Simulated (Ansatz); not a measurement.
`FC1=CCC1` + H₂ → `C1=CCC1` + H–F at 400 K and 1 bar (hydrogenolysis of a C–F bond).

Computed with Ansatz on PBE0-D4/def2-TZVP structures; ΔE is electronic, products minus reactants. CCSD(T)/CBS adds triple-zeta CCSD(T) − MP2 to the extrapolated MP2 energy (def2 sets, frozen cores). This one scheme is used for every species.

```json
{"species": "`FC1=CCC1`", "CCSD(T)/CBS energy (Eh)": "-254.94760", "H − E (kJ/mol)": "231.8", "S (J/(mol·K))": "311.4"}
{"species": "H₂", "CCSD(T)/CBS energy (Eh)": "-1.17544", "H − E (kJ/mol)": "38.0", "S (J/(mol·K))": "139.0"}
{"species": "`C1=CCC1`", "CCSD(T)/CBS energy (Eh)": "-155.75974", "H − E (kJ/mol)": "247.8", "S (J/(mol·K))": "283.6"}
{"species": "H–F", "CCSD(T)/CBS energy (Eh)": "-100.39570", "H − E (kJ/mol)": "36.5", "S (J/(mol·K))": "182.2"}
```

H − E and S are ideal-gas, rigid-rotor, harmonic terms from PBE0-D4/def2-TZVP. For small species the MP2-based limit differs from directly extrapolated CCSD(T) by up to some mEh (0.8 for H₂); such offsets cancel only in part. 1 Eh = 2625.50 kJ/mol, R = 8.31446 J/(mol·K).

Problem. By hand: ΔE, ΔH, ΔS and ΔG.

Solution. ΔE = (-155.75974) + (-100.39570) − (-254.94760) − (-1.17544) = -0.03240 Eh = -85.1 kJ/mol. Δ(H − E) = 247.8 + 36.5 − 231.8 − 38.0 = 14.5, so ΔH = -70.6 kJ/mol. ΔS = 283.6 + 182.2 − 311.4 − 139.0 = 15.4 J/(mol·K). ΔG = -70.6 − 400 × (15.4)/1000 = -76.8 kJ/mol.

Problem. By hand: the equilibrium constant, and the temperature at which ΔG would vanish if ΔH and ΔS stayed fixed.

Solution. log₁₀ K = −ΔG/(RT ln 10) = 10.0. ΔH and −TΔS have one sign here, so there is no such temperature.

ΔH outweighs TΔS. A doubt of 5 kJ/mol in ΔE shifts log₁₀ K by 0.7 here. These are equilibria of isolated gas molecules and say nothing of rates. Largest T1 diagnostic: 0.011 (customary marks: 0.02 for closed shells, 0.045 for open ones).
